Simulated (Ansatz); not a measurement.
A (111) slab of Ti (Fm-3m (No. 225)), 5 planes, outer planes Ti (top) and Ti (bottom), with 5 atoms (Ti5) in a surface cell of A = 7.316 Å², as cut from the bulk:

```
Ti
1.0
     2.90642    0.00000    0.00000
    -1.45321    2.51704    0.00000
     0.00000    0.00000   24.49234
Ti
5
Direct
  0.66667 0.33333 0.30622
  0.33333 0.66667 0.40311
  0.00000 0.00000 0.50000
  0.66667 0.33333 0.59689
  0.33333 0.66667 0.69378
```

Level of theory: Ansatz 0.2.0, DFT r2SCAN, scalar-relativistic, plane waves, PAW. Plane waves to 500 eV, a k mesh through Γ of 12×12×1 on the computed 5-atom cell and Gaussian smearing (0.10 eV); no spin polarisation.

Against the same 5 atoms in the bulk, the slab as cut lies 1.949 eV higher and the relaxed slab 1.855 eV higher.

(1) Work out the surface energy before and after relaxation.

(2) A cut through this plane breaks about 3 nearest-neighbour bonds a surface cell. What does each broken bond cost, before relaxation?

(3) What is the ideal work of this cut, per area?

Results:

(1) The slab has two faces, so γ = (E_slab − N·E_bulk)/(2A), the mean of both. As cut: 1.949/(2 × 7.316) = 0.1332 eV/Å², and 1 eV/Å² = 16.02 J/m², so γ = 2.13 J/m². Relaxed: 1.855/(2 × 7.316) = 0.1268 eV/Å² = 2.03 J/m². Relaxation recovers 5 % of the cost of cutting.

(2) One cut makes two faces and costs 2γA = 1.949 eV, shared by 3 bonds: 0.65 eV a bond. In a metal this is less than the cohesive energy a bond, since the bonds that remain at the surface strengthen.

(3) Griffith's ideal work is 2γ: 4.27 J/m² if the new faces stay rigid, 4.06 J/m² if they relax. One thickness was run, 5 planes, so γ can still shift with it.

The reference crystal is the fcc form of Ti, which isn't its usual structure.